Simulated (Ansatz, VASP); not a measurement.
**One calculation of As, two programs**

```
CELL_PARAMETERS angstrom
3.56950 0.00000 0.00000
-1.78475 3.09127 0.00000
0.00000 0.00000 36.91690
ATOMIC_POSITIONS crystal
As 0.66667 0.33333 0.21963
As 0.33333 0.66667 0.18174
As 0.66667 0.33333 0.32212
As 0.00000 0.00000 0.36002
```

Alike in both runs: functional PBE; dispersion D3(BJ); k mesh 12 × 12 × 1; occupations gaussian, width 0.02 eV; no spin polarisation.

Ansatz relaxed the structure, and its values are those at the end. VASP's run is a single point on that final structure, the one shown.

|  | VASP | Ansatz |
| --- | --- | --- |
| version | VASP 6.6.1 | Ansatz 0.2.0 |
| potentials or method | VASP PAW PBE potentials, release 64 (As) | scalar-relativistic, plane waves, PAW |
| plane-wave cutoff (eV) | 520 | 420 |
| valence electrons in the cell | 20 | 60 |

Ansatz gave:

* gap on the k mesh at the Fermi level (eV): 1.26
* least direct gap on the mesh (eV): 1.65
* rms of the force components (eV/Å): 0.000

Q: Estimate VASP's values.

A: gap on the k mesh at the Fermi level (eV): 1.27; least direct gap on the mesh (eV): 1.63; rms of the force components (eV/Å): 0.053.

The two sets of potentials don't hold the same shells in valence. Ansatz warned: «slab_cell_height_set».
